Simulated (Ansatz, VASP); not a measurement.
# One calculation of Ge, two programs

```
Ge
1.0
     7.98830   -0.15812    0.44265
    -1.03465    5.33346   -0.27653
    -1.93009   -1.25209    3.35523
Ge
6
Cartesian
  4.5392 1.9829 0.0312
  0.8015 1.6398 1.8627
  1.3095 3.6341 0.4005
  1.0673 4.0706 4.5729
  -2.9115 4.1114 1.0402
  0.2622 -0.3317 0.4115
```

Alike in both runs: functional PBE; k mesh 4 × 4 × 4; occupations gaussian, width 0.1 eV; no spin polarisation.

Ansatz relaxed the structure, and its values are those at the end. VASP's run is a single point on that final structure, the one shown.

|  | VASP | Ansatz |
| --- | --- | --- |
| version | VASP 6.6.1 | Ansatz 0.2.0 |
| potentials or method | VASP PAW PBE potentials, release 64 (Ge_d) | scalar-relativistic, plane waves, PAW |
| plane-wave cutoff (eV) | 520 | 420 |
| valence electrons in the cell | 84 | 84 |

|  | VASP | Ansatz | Ansatz less VASP |
| --- | --- | --- | --- |
| gap on the k mesh at the Fermi level (eV) | 0.63 | 0.63 | -0.001 |
| least direct gap on the mesh (eV) | 0.64 | 0.64 | -0.002 |
| pressure (GPa) | 0.0 | 0.0 | -0.01 |
| rms of the force components (eV/Å) | 0.019 | 0.019 | +0.0005 |

Caveats: the k mesh is coarse (spacing up to 0.46 Å⁻¹), so the values aren't converged. A k mesh can miss the band edges.
